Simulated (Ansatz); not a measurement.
Crystal: SnSe.

```
Sn Se
1.0
    11.42000    0.00000    0.00000
     0.00000    4.19000    0.00000
     0.00000    0.00000    4.46000
Sn Se
4 4
Direct
  0.87700 0.75000 0.90900
  0.62300 0.25000 0.40900
  0.37700 0.75000 0.59100
  0.12300 0.25000 0.09100
  0.64300 0.75000 0.98400
  0.85700 0.25000 0.48400
  0.14300 0.75000 0.51600
  0.35700 0.25000 0.01600
```

```yaml
Program: Ansatz 0.2.0
Task: relaxation of cell and atoms
Functional: BLYP
Potentials_or_basis: Ansatz PAW
Cutoff: "420 eV (not typed: the program's choice for these potentials)"
k_mesh: 3 × 6 × 6
Occupations: fermi-dirac, width 0.05 eV
Spin: no spin polarisation
```

At the start: volume 26.68 Å³/atom.

Problem. Where does the relaxation end?

Solution. It ends after 14 steps and the volume is 36.41 Å³/atom (+36.5 %); space group Pnma (No. 62, to 0.05 Å).

Step by step:
```
step  energy change (eV)  largest force (eV/Å)  volume (Å³)
   1              0.0000                0.3578       213.41
   2             -0.5820                0.2633       239.68
   3             -0.7399                0.0857       253.20
   4             -0.7993                0.0965       271.84
   5             -0.8082                0.0725       275.83
   6             -0.8207                0.0246       276.22
   7             -0.8219                0.0035       276.41
   8             -0.8392                0.0067       276.41
   9             -0.8421                0.0092       280.64
  10             -0.8433                0.0062       285.35
  11             -0.8435                0.0053       287.20
  12             -0.8435                0.0018       289.70
  13             -0.8435                0.0011       291.29
  14             -0.8452                0.0014       291.29
```

Final structure:
```yaml
crystal:
  lattice:
    - [13.65329, 0.00000, 0.00000]
    - [0.00000, 4.27335, 0.00000]
    - [0.00000, 0.00000, 4.99251]
  atoms:
    - { symbol: Sn, position: [0.85730, 0.75000, 0.80625] }
    - { symbol: Sn, position: [0.64270, 0.25000, 0.30625] }
    - { symbol: Sn, position: [0.35730, 0.75000, 0.69375] }
    - { symbol: Sn, position: [0.14270, 0.25000, 0.19375] }
    - { symbol: Se, position: [0.65709, 0.75000, 0.93104] }
    - { symbol: Se, position: [0.84291, 0.25000, 0.43104] }
    - { symbol: Se, position: [0.15709, 0.75000, 0.56896] }
    - { symbol: Se, position: [0.34291, 0.25000, 0.06896] }
```

Caveat: the volume moved by over 15 % at a fixed basis, so the end points are rough; the plane-wave basis is chosen anew once the cell has moved, so the energies of steps on either side of that aren't comparable; this functional lacks dispersion, which binds the layers, so the pressure and a relaxed spacing across them are unreliable, and here the layers came unbound; the volume moved by +36 % from the deposited cell, more than functionals usually miss; the PAW data sets come from PBE, with cores solved anew for the run's functional, which leaves a small shift of forces and pressure.
